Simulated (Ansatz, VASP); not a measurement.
## Two plane-wave programs on BN

INCAR

```
  ALGO = Normal
  EDIFF = 1E-6
  ENCUT = 520
  GGA = PE
  ISIF = 2
  ISMEAR = 0
  LASPH = T
  LCHARG = F
  LREAL = F
  LWAVE = F
  NBANDS = 16
  NELM = 80
  PREC = Accurate
  SIGMA = 0.05
```

Contents of KPOINTS:

```
k-points
0
Gamma
  12 12 4
```

Contents of POSCAR:

```
BN
1.0
    2.5382972235      0.0000000000      0.0000000000
   -1.2691486118      2.1982298779      0.0000000000
    0.0000000000      0.0000000000      6.4823622293
B N
2 2
Direct
    0.3333333333      0.6666666667      0.2500000000
    0.6666666667      0.3333333333      0.7500000000
    0.3333333333      0.6666666667      0.7500000000
    0.6666666667      0.3333333333      0.2500000000
```

Input for Ansatz:

```yaml
crystal:
  lattice:
    - [2.5382972235, 0.0, 0.0]
    - [-1.2691486118, 2.1982298779, 0.0]
    - [0.0, 0.0, 6.4823622293]
  atoms:
    - { symbol: B, position: [0.3333333333, 0.6666666667, 0.25] }
    - { symbol: B, position: [0.6666666667, 0.3333333333, 0.75] }
    - { symbol: "N", position: [0.3333333333, 0.6666666667, 0.75] }
    - { symbol: "N", position: [0.6666666667, 0.3333333333, 0.25] }
basis:
  ecutwfc: 420
kpoints:
  mp_grid: { grid: [12, 12, 4] }
hamiltonian:
  xc: pbe
scf:
  occupations: { method: gaussian, width: 0.05 }
output:
  forces: true
  stress: true
  eigenvalues: true
```

Alike in both runs: task single point; functional PBE; k mesh 12 × 12 × 4; occupations gaussian, width 0.05 eV; no spin polarisation.

|  | VASP | Ansatz |
| --- | --- | --- |
| version | VASP 6.6.1 | Ansatz 0.2.0 |
| potentials or method | VASP PAW PBE potentials, release 64 (B, N) | scalar-relativistic, plane waves, PAW |
| plane-wave cutoff (eV) | 520 | 420 |
| valence electrons in the cell | 16 | 16 |

```tsv
	VASP	Ansatz	Ansatz less VASP
gap on the k mesh at the Fermi level (eV)	4.14	4.15	+0.006
least direct gap on the mesh (eV)	4.51	4.51	+0.007
pressure (GPa)	-5.8	-5.9	-0.07
largest component of the traceless stress (GPa)	9.38	9.57	+0.190
```

Caveats: this functional lacks dispersion, which binds the layers, so the pressure and a relaxed spacing across them are unreliable. A hybrid or GW would open this gap; PBE tends to underestimate it. A k mesh can miss the band edges.
